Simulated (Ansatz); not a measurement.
## How much do the gradients of W depend on the method?

Cell: an entry of the Crystallography Open Database (COD), whose atoms a relaxation with PBE at fixed cell left in place.

Space group Pm-3n (No. 223); a = 5.0830 Å.

| site | Wyckoff | site symmetry | x | y | z |
| --- | --- | --- | --- | --- | --- |
| W1 | 2a | m-3. | 0.0000 | 0.0000 | 0.0000 |
| W3 | 6c | -4m.2 | 0.0000 | 0.5000 | 0.2500 |

One atom of each set is listed.

First run. Computed with Ansatz: DFT, PBE, plane waves and PAW, scalar-relativistic, 420 eV cutoff, Γ-centred 9×9×9 k-points, Fermi–Dirac smearing 0.05 eV.

| site | V_zz (10²¹ V/m²) | η |
| --- | --- | --- |
| W3 | -6.32 | 0.00 |

Second run. The same atoms and settings, except that the functional is r2SCAN and the cutoff is 500 eV.

Question: What does the second run give?

Answer: 

```json
{"site": "W3", "V_zz": "-5.38", "η": "0.00", "change of V_zz": "+0.94"}
```

The largest change of V_zz is on W3, from -6.32 to -5.38. In per cent, |V_zz| changes by -15 on W (all sites that start above 2). Sites without a gradient aren't listed.

The run finds no gap above 0.1 eV (a metal, or nearly one), so the gradients can move by 10 % or more with the k-mesh. Without spin–orbit coupling the gradients at and beside W can be off by some per cent, at some sites by more.
For the second run: At this cell the r2SCAN pressure is -5 GPa, so with r2SCAN the cell would shrink if it were relaxed. The entry's cell may itself be off.
